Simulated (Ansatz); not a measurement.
Convergence notes, G0W0 on Mg2Si (antifluorite)

Mg2Si in the antifluorite structure, relaxed with r2SCAN; one-shot G0W0 in Ansatz without spin-orbit coupling. The values are computed, spin-unpolarised, and not measurements.

```xyz
3
Lattice="0.0000 3.1690 3.1690 3.1690 0.0000 3.1690 3.1690 3.1690 0.0000" Properties=species:S:1:pos:R:3 pbc="T T T"
Si    0.0000    0.0000    0.0000
Mg    1.5845    1.5845    1.5845
Mg    4.7534    4.7534    4.7534
```

Gaps are read over the mesh points alone. G0W0 here is at a finite number of bands, screening cutoff and k mesh, not at the basis limit.
```
 start       potentials      frequency model   mesh  empty bands  screening cutoff (eV)  Kohn-Sham gap (eV)  G0W0 gap (eV)
   PBE              PAW  contour deformation  4×4×4          144                    100                0.17           0.47
   PBE              PAW  contour deformation  4×4×4          349                    180                0.17           0.54
   PBE              PAW  contour deformation  4×4×4          677                    260                0.17           0.56
 HSE06              PAW  contour deformation  4×4×4          349                    180                0.57           0.71
r2SCAN              PAW  contour deformation  4×4×4          349                    180                0.42           0.66
  PBE0              PAW  contour deformation  4×4×4          349                    180                1.20           0.86
   PBE              PAW     Godby-Needs pole  4×4×4          349                    180                0.17           0.51
   PBE              PAW  contour deformation  6×6×6          103                     80                0.20           0.46
   PBE  norm-conserving  contour deformation  4×4×4          349                    180                0.17           0.53
```

Over the mesh points the PBE gap of 0.17 eV becomes a quasiparticle gap of 0.56 eV (Γ to X), a change of +0.39 eV. Renormalisation factors Z lie between 0.71 and 0.76.

Raising bands and cutoff together moves the gap by +0.07 eV (100 to 180 eV), then +0.02 eV (180 to 260 eV); the last step is small, which bounds nothing strictly. Starting from HSE06 (0.57 eV against PBE's 0.17 eV) gives 0.71 eV, +0.17 eV from G0W0@PBE at the same screening cutoff. Starting from r2SCAN (0.42 eV against PBE's 0.17 eV) gives 0.66 eV, +0.12 eV from G0W0@PBE at the same screening cutoff. Starting from PBE0 (1.20 eV against PBE's 0.17 eV) gives 0.86 eV, +0.32 eV from G0W0@PBE at the same screening cutoff. The Godby-Needs plasmon pole differs from contour deformation by -0.03 eV. Norm-conserving potentials (wave cutoff 1143 eV against 420 eV) shift the quasiparticle gap by -0.01 eV and the PBE gap by 0.00 eV. On these meshes the dielectric constant comes out too large, which adds an error that these runs don't bound. r2SCAN runs take a wave cutoff of 500 eV.

The program warns that the k mesh is coarse for exact exchange in some of these runs, so their gaps aren't converged.
